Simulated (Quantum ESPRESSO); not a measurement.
ZrC:

```
CELL_PARAMETERS angstrom
0.00000 2.36500 2.36500
2.36500 0.00000 2.36500
2.36500 2.36500 0.00000
ATOMIC_POSITIONS crystal
Zr 0.50000 0.50000 0.50000
C 0.00000 0.00000 0.00000
```

```yaml
Program: Quantum ESPRESSO 7.5
Task: phonons
Functional: LDA
Potentials_or_basis: GBRV 1.5 LDA
Cutoff: 612 eV
Density_cutoff: 4898 eV
k_mesh: 10 × 10 × 10
Occupations: cold, width 0.2 eV
Spin: no spin polarisation
Target_pressure: 40 GPa
Form_of_the_LDA_correlation: PZ81
Mixing_beta: 0.5
Most_SCF_iterations: 120
SCF_threshold: 4e-10 Ry
```

The cell and the atoms were relaxed first at 40 GPa, to 11.02 Å³/atom (a = 3.147 Å, b = 3.147 Å, c = 3.147 Å, α = 60.00°, β = 60.00°, γ = 60.00°), and the response was taken there.

Q: Which optical modes does the crystal have at the zone centre, and which show in infrared and Raman spectra?

A: The optical modes are T1u. Infrared active: T1u. None is Raman active.

Optical modes at Γ, degenerate ones joined:
```csv
cm⁻¹,components,symmetry,active in
572,3,T1u,IR
```

Caveat: the volume moved by over 15 % at a fixed basis, so the end points are rough; the cell is more than 3 GPa from zero pressure, which shifts response properties.
